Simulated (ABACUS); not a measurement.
# Ir (Fm-3m) in ABACUS: further runs

Aim: see how the results for Ir move with the level of theory and the settings. Levels: PW91, PBE. Tasks: single point, relaxation of cell and atoms.

Program: ABACUS 3.10.1. These are calculated values, not measurements. Logs are shortened: lines on timing, memory, paths and dates and some standing lists are left out, and cuts for length are marked.

### Step 1. The crystal as given

It takes space group Fm-3m (No. 225, cubic). Conventional cell: a = 3.831 Å, b = 3.831 Å, c = 3.831 Å, α = 90.00°, β = 90.00°, γ = 90.00°. Ir (site symmetry m-3m) has 12 Ir at 2.71 Å as nearest neighbours.

### Step 2. Single point, PW91

run_abacus.py reads:

```python
"""ABACUS run from a structure file: ASE reads it, the script writes STRU, KPT and INPUT."""
import re
import subprocess
import spglib
from ase import Atoms
from ase.io import read
from ase.units import Bohr

atoms = read("Ir.cif")
cell, frac, numbers = spglib.standardize_cell((atoms.cell[:], atoms.get_scaled_positions(), atoms.numbers), to_primitive=True, symprec=1e-4)
atoms = Atoms(numbers=numbers, cell=cell, scaled_positions=frac, pbc=True)  # the primitive cell
atoms = atoms[(-atoms.numbers).argsort(kind="stable")]  # ABACUS lists atoms element by element
pseudo = {'Ir': 'Ir.upf'}
orbital = {}
magmoms = None
kmesh = [10, 10, 10]
params = {
    'suffix': 'Ir',
    'calculation': 'scf',
    'basis_type': 'pw',
    'pseudo_dir': './',
    'symmetry': 1,
    'dft_functional': 'GGA_X_PW91+GGA_C_PW91',
    'ecutwfc': 68,
    'pseudo_rcut': 10,
    'nspin': 1,
    'nbands': 19,
    'ks_solver': 'dav',
    'smearing_method': 'fd',
    'smearing_sigma': 0.00367493,
    'scf_thr': 1e-08,
    'scf_nmax': 100,
    'mixing_type': 'broyden',
    'mixing_beta': 0.7,
    'cal_force': 1,
    'cal_stress': 1,
    'out_chg': 1,
    'kpar': 4,
}

symbols = atoms.get_chemical_symbols()
elements = list(dict.fromkeys(symbols))
lines = ["ATOMIC_SPECIES"] + [f"{e} {atoms.get_masses()[symbols.index(e)]:.4f} {pseudo[e]}" for e in elements]
if orbital:
    lines += ["", "NUMERICAL_ORBITAL"] + [orbital[e] for e in elements]
lines += ["", "LATTICE_CONSTANT", f"{1 / Bohr:.10f}", "", "LATTICE_VECTORS"]
lines += [" ".join(f"{x:.10f}" for x in v) for v in atoms.cell]
lines += ["", "ATOMIC_POSITIONS", "Direct"]
for e in elements:
    lines += ["", e, "0.0", str(symbols.count(e))]
    for i, p in enumerate(atoms.get_scaled_positions(wrap=False)):
        if symbols[i] == e:
            mag = "" if magmoms is None else " mag " + " ".join(str(x) for x in (magmoms[i] if isinstance(magmoms[i], list) else [magmoms[i]]))
            lines.append(" ".join(f"{x:.10f}" for x in p) + " 1 1 1" + mag)
open("STRU", "w").write("\n".join(lines) + "\n")
open("KPT", "w").write("K_POINTS\n0\nGamma\n%d %d %d 0 0 0\n" % tuple(kmesh))
open("INPUT", "w").write("INPUT_PARAMETERS\n" + "".join(f"{k:<20s}{v}\n" for k, v in params.items()))

done = subprocess.run(['mpirun', '-np', '4', 'abacus'])
if done.returncode:
    raise SystemExit(done.returncode)
log = open("OUT.Ir/running_scf.log").read()
print("final energy (eV):", re.findall(r"FINAL_ETOT_IS (\S+)", log))
```

Ir.cif reads:

```cif
data_Ir
_cell_length_a 3.83120000
_cell_length_b 3.83120000
_cell_length_c 3.83120000
_cell_angle_alpha 90.00000000
_cell_angle_beta 90.00000000
_cell_angle_gamma 90.00000000
_space_group_name_H-M_alt 'Fm-3m'
_space_group_name_Hall '-F 4 2 3'
_space_group_IT_number 225
loop_
_space_group_symop_operation_xyz
'x,y,z'
'-x,-y,-z'
'-y,x,z'
'y,-x,-z'
'-x,-y,z'
'x,y,-z'
'y,-x,z'
'-y,x,-z'
'x,-y,-z'
'-x,y,z'
'-y,-x,-z'
'y,x,z'
'-x,y,-z'
'x,-y,z'
'y,x,-z'
'-y,-x,z'
'z,x,y'
'-z,-x,-y'
'z,-y,x'
'-z,y,-x'
'z,-x,-y'
'-z,x,y'
'z,y,-x'
'-z,-y,x'
'-z,x,-y'
'z,-x,y'
'-z,-y,-x'
'z,y,x'
'-z,-x,y'
'z,x,-y'
'-z,y,x'
'z,-y,-x'
'y,z,x'
'-y,-z,-x'
'x,z,-y'
'-x,-z,y'
'-y,z,-x'
'y,-z,x'
'-x,z,y'
'x,-z,-y'
'-y,-z,x'
'y,z,-x'
'-x,-z,-y'
'x,z,y'
'y,-z,-x'
'-y,z,x'
'x,-z,y'
'-x,z,-y'
'x,y+1/2,z+1/2'
'-x,-y+1/2,-z+1/2'
'-y,x+1/2,z+1/2'
[... 62 lines left out ...]
'-z+1/2,-x,-y+1/2'
'z+1/2,-y,x+1/2'
'-z+1/2,y,-x+1/2'
'z+1/2,-x,-y+1/2'
'-z+1/2,x,y+1/2'
'z+1/2,y,-x+1/2'
'-z+1/2,-y,x+1/2'
'-z+1/2,x,-y+1/2'
'z+1/2,-x,y+1/2'
'-z+1/2,-y,-x+1/2'
'z+1/2,y,x+1/2'
'-z+1/2,-x,y+1/2'
'z+1/2,x,-y+1/2'
'-z+1/2,y,x+1/2'
'z+1/2,-y,-x+1/2'
'y+1/2,z,x+1/2'
'-y+1/2,-z,-x+1/2'
'x+1/2,z,-y+1/2'
'-x+1/2,-z,y+1/2'
'-y+1/2,z,-x+1/2'
'y+1/2,-z,x+1/2'
'-x+1/2,z,y+1/2'
'x+1/2,-z,-y+1/2'
'-y+1/2,-z,x+1/2'
'y+1/2,z,-x+1/2'
'-x+1/2,-z,-y+1/2'
'x+1/2,z,y+1/2'
'y+1/2,-z,-x+1/2'
'-y+1/2,z,x+1/2'
'x+1/2,-z,y+1/2'
'-x+1/2,z,-y+1/2'
'x+1/2,y+1/2,z'
'-x+1/2,-y+1/2,-z'
'-y+1/2,x+1/2,z'
'y+1/2,-x+1/2,-z'
'-x+1/2,-y+1/2,z'
'x+1/2,y+1/2,-z'
'y+1/2,-x+1/2,z'
'-y+1/2,x+1/2,-z'
'x+1/2,-y+1/2,-z'
'-x+1/2,y+1/2,z'
'-y+1/2,-x+1/2,-z'
'y+1/2,x+1/2,z'
'-x+1/2,y+1/2,-z'
'x+1/2,-y+1/2,z'
'y+1/2,x+1/2,-z'
'-y+1/2,-x+1/2,z'
'z+1/2,x+1/2,y'
'-z+1/2,-x+1/2,-y'
'z+1/2,-y+1/2,x'
'-z+1/2,y+1/2,-x'
'z+1/2,-x+1/2,-y'
'-z+1/2,x+1/2,y'
'z+1/2,y+1/2,-x'
'-z+1/2,-y+1/2,x'
'-z+1/2,x+1/2,-y'
'z+1/2,-x+1/2,y'
'-z+1/2,-y+1/2,-x'
'z+1/2,y+1/2,x'
'-z+1/2,-x+1/2,y'
'z+1/2,x+1/2,-y'
'-z+1/2,y+1/2,x'
'z+1/2,-y+1/2,-x'
'y+1/2,z+1/2,x'
'-y+1/2,-z+1/2,-x'
'x+1/2,z+1/2,-y'
'-x+1/2,-z+1/2,y'
'-y+1/2,z+1/2,-x'
'y+1/2,-z+1/2,x'
'-x+1/2,z+1/2,y'
'x+1/2,-z+1/2,-y'
'-y+1/2,-z+1/2,x'
'y+1/2,z+1/2,-x'
'-x+1/2,-z+1/2,-y'
'x+1/2,z+1/2,y'
'y+1/2,-z+1/2,-x'
'-y+1/2,z+1/2,x'
'x+1/2,-z+1/2,y'
'-x+1/2,z+1/2,-y'
loop_
_atom_site_label
_atom_site_type_symbol
_atom_site_symmetry_multiplicity
_atom_site_Wyckoff_symbol
_atom_site_fract_x
_atom_site_fract_y
_atom_site_fract_z
_atom_site_occupancy
Ir1 Ir 4 a 0.0000000000 0.0000000000 0.0000000000 1
```

Potentials or basis: PseudoDojo NC SR 0.4.1 PBE standard, plane waves.

Command:

```
$ OMP_NUM_THREADS=1 python run_abacus.py > log
```

running log:

```text
ABACUS v3.10.1

               Atomic-orbital Based Ab-initio Computation at UStc

 ------------------------------------------------------------------------------------

 READING GENERAL INFORMATION
                           global_out_dir = OUT.Ir/
                           global_in_card = INPUT
                               pseudo_dir = ./
                              orbital_dir =
                                    DSIZE = 4
                                    GSIZE = 1

 READING UNITCELL INFORMATION
                                    ntype = 1
                  lattice constant (Bohr) = 1.88973
              lattice constant (Angstrom) = 1

 READING ATOM TYPE 1
                               atom label = Ir
                      L=0, number of zeta = 1
                      L=1, number of zeta = 1
                      L=2, number of zeta = 1
             number of atom for this type = 1

                        TOTAL ATOM NUMBER = 1
DIRECT COORDINATES
    atom                   x                   y                   z     mag                  vx                  vy                  vz
taud_Ir1            0.0000000000        0.0000000000        0.0000000000  0.0000        0.0000000000        0.0000000000        0.0000000000

                          Volume (Bohr^3) = 94.8727
                             Volume (A^3) = 14.0587

 Lattice vectors: (Cartesian coordinate: in unit of a_0)
                   +0             +1.9156             +1.9156
              +1.9156                  +0             +1.9156
              +1.9156             +1.9156                  +0
 Reciprocal vectors: (Cartesian coordinate: in unit of 2 pi/a_0)
            -0.261015           +0.261015           +0.261015
            +0.261015           -0.261015           +0.261015
            +0.261015           +0.261015           -0.261015
 The esolver type has been set to : ksdft_pw

                PAO radial cut off (Bohr) = 10

 Read in pseudopotential file is Ir.upf
                     pseudopotential type = NC
          exchange-correlation functional = PBE
                 nonlocal core correction = 1
                        valence electrons = 17
                                     lmax = 3
                           number of zeta = 4
                     number of projectors = 8
                           L of projector = 0
                           L of projector = 0
                           L of projector = 1
                           L of projector = 1
                           L of projector = 2
                           L of projector = 2
                           L of projector = 3
                           L of projector = 3
 XC functional updated to : GGA_X_PW91+GGA_C_PW91
          exchange-correlation functional = GGA_X_PW91+GGA_C_PW91
     initial pseudo atomic orbital number = 10

 SETUP THE ELECTRONS NUMBER
            electron number of element Ir = 17
      total electron number of element Ir = 17
[... 139 lines left out ...]
 --------------- sum -------------------
        1            151           1211

 SETUP NONLOCAL PSEUDOPOTENTIALS IN PLANE WAVE BASIS
 Ir non-local projectors:
 projector 1 L=0
 projector 2 L=0
 projector 3 L=1
 projector 4 L=1
 projector 5 L=2
 projector 6 L=2
 projector 7 L=3
 projector 8 L=3
      TOTAL NUMBER OF NONLOCAL PROJECTORS = 32

 Init Non-Local PseudoPotential table :
 Init Non-Local-Pseudopotential done.

                                     npwx = 914

 Make real space PAO into reciprocal space.
       max mesh points in Pseudopotential = 1001
     dq(describe PAO in reciprocal space) = 0.01
                                    max q = 994

 number of pseudo atomic orbitals for Ir is 4
WARNING: norm of atomic wavefunction # 4 of atomic type Ir is 0.999964, renormalized

 -------------------------------------------
 SELF-CONSISTENT
 -------------------------------------------
                                 init_chg = atomic

 PW ALGORITHM --------------- ION=   1  ELEC=   1--------------------------------
 Notice: Threshold on eigenvalues was too large.
 hsover_error=0.17 > DRHO=0.0154965
 Origin diag ethr = 0.01
 New diag ethr = 9.11557e-05

 Density error is 0.0154270934576
                          Error Threshold = 9.11556527501e-05
----------------------------------------------------------
     Energy           Rydberg                 eV
----------------------------------------------------------
 E_KohnSham     -230.4822354746      -3135.8716902319
 E_Harris       -231.4558057181      -3149.1177929476
 E_Fermi        1.9505616008         26.5387520713
----------------------------------------------------------
[... 39 lines left out ...]
 Density error is 7.17185484387e-09
                          Error Threshold = 1.50726626818e-09
----------------------------------------------------------
     Energy           Rydberg                 eV
----------------------------------------------------------
 E_KohnSham     -230.4861246365      -3135.9246049947
 E_KS(sigma->0) -230.4858017151      -3135.9202114230
 E_Harris       -230.4858739364      -3135.9211940442
 E_band         -5.8168431909        -79.1422117684
 E_one_elec     -32.5627254126       -443.0386080203
 E_Hartree      29.0195533944        394.8312795794
 E_xc           -43.9257304483       -597.6402229094
 E_Ewald        -183.0165763271      -2490.0682665009
 E_entropy(-TS) -0.0006458429        -0.0087871435
 E_descf        0.0000000000         0.0000000000
 E_exx          0.0000000000         0.0000000000
 E_Fermi        1.9216237221         26.1450320326
----------------------------------------------------------

 charge density convergence is achieved
 final etot is -3135.924605 eV
 EFERMI = 26.145032033 eV

 STATE ENERGY(eV) AND OCCUPATIONS    NSPIN == 1
 1/12 kpoint (Cartesian) = 0.0000 0.0000 0.0000 (893 pws)
       1       -66.9615     0.00200000
       2       -23.3465     0.00200000
       3       -23.3465     0.00200000
       4       -23.3465     0.00200000
       5        14.9179     0.00200000
       6        22.1479     0.00200000
[... 104 lines left out ...]
       6        22.0459     0.00800000
[... 11 lines left out ...]
      18        61.7169        0.00000
      19        62.6855        0.00000

[... levels at 6 further k points ...]

------------------------------------------------------------------------------------------
 TOTAL-FORCE (eV/Angstrom)
------------------------------------------------------------------------------------------
                       Ir1         0.0000000000         0.0000000000         0.0000000000
------------------------------------------------------------------------------------------

----------------------------------------------------------------
 TOTAL-STRESS (KBAR)
----------------------------------------------------------------
       122.3107615134         0.0000000000         0.0000000000
        -0.0000000000       122.3107615134         0.0000000000
        -0.0000000000         0.0000000000       122.3107615134
----------------------------------------------------------------
 TOTAL-PRESSURE: 122.310762 KBAR

 --------------------------------------------
 !FINAL_ETOT_IS -3135.9246049947150823 eV
 --------------------------------------------
```

Wall time 4.6 s (4 MPI ranks of Intel Xeon Platinum 8259CL at 2.50GHz (Skylake/Cascade Lake), shared host); peak memory 0.36 GiB.

Results:

```
Free energy            : -3135.9246 eV
Pressure               : 12.2 GPa
Band gap on the k mesh : none (metal or under the smearing width)
```

Levels at points of the mesh, in eV from the Fermi level:
```
           k point  band 4  band 5  band 6  band 7  band 8  band 9  band 10  band 11  band 12  band 13
(0.00, 0.00, 0.00)  -49.49  -11.23   -4.00   -4.00   -4.00   -1.28    -1.28    13.59    19.12    19.12
(0.50, 0.50, 0.50)  -49.60   -8.23   -4.10   -4.10   -0.80    0.84     0.84     7.25    13.27    19.10
(0.50, 0.50, 0.00)  -49.79   -8.04   -7.47    0.82    1.43    1.43     1.65    10.52    11.47    11.47
```

Caveat: the potentials were made for another functional, which shifts forces and pressure. The run has no spin-orbit coupling, so splittings on Ir are missing.

(Part 1 of 2 ends here.)
